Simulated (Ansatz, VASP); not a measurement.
# One calculation of Si2Mo, two programs

```xyz
9
Lattice="4.5745 0.0000 0.0000 -2.2872 3.9616 0.0000 0.0000 0.0000 6.5667" Properties=species:S:1:pos:R:3 pbc="T T T"
Si   -1.1606    3.3112    5.4722
Si    1.1266    0.6505    1.0944
Si    2.2872    2.6607    3.2833
Si    3.4479    0.6505    5.4722
Si    1.1606    3.3112    1.0944
Si    0.0000    1.3009    3.2833
Mo    2.2872    0.0000    3.2833
Mo   -1.1436    1.9808    1.0944
Mo    1.1436    1.9808    5.4722
```

Alike in both runs: functional PBEsol; k mesh 9 × 9 × 6; occupations gaussian, width 0.01 eV; no spin polarisation.

Ansatz relaxed the structure, and its values are those at the end. VASP's run is a single point on that final structure, the one shown.

|  | VASP | Ansatz |
| --- | --- | --- |
| version | VASP 6.6.1 | Ansatz 0.2.0 |
| potentials or method | VASP PAW PBE potentials, release 64 (Si, Mo_sv) | scalar-relativistic, plane waves, PAW |
| plane-wave cutoff (eV) | 520 | 420 |
| valence electrons in the cell | 66 | 66 |

|  | VASP | Ansatz | Ansatz less VASP |
| --- | --- | --- | --- |
| gap on the k mesh at the Fermi level (eV) | 0.17 | 0.17 | +0.003 |
| least direct gap on the mesh (eV) | 0.59 | 0.59 | +0.001 |
| pressure (GPa) | 0.4 | 0.0 | -0.39 |

The functional is the same, so the differences come from potentials, cutoffs and numerics.

Caveats: the PAW data sets were made with another functional, which shifts forces and pressure a little (VASP); an odd mesh through Γ misses points on the zone boundary, where band edges often lie.
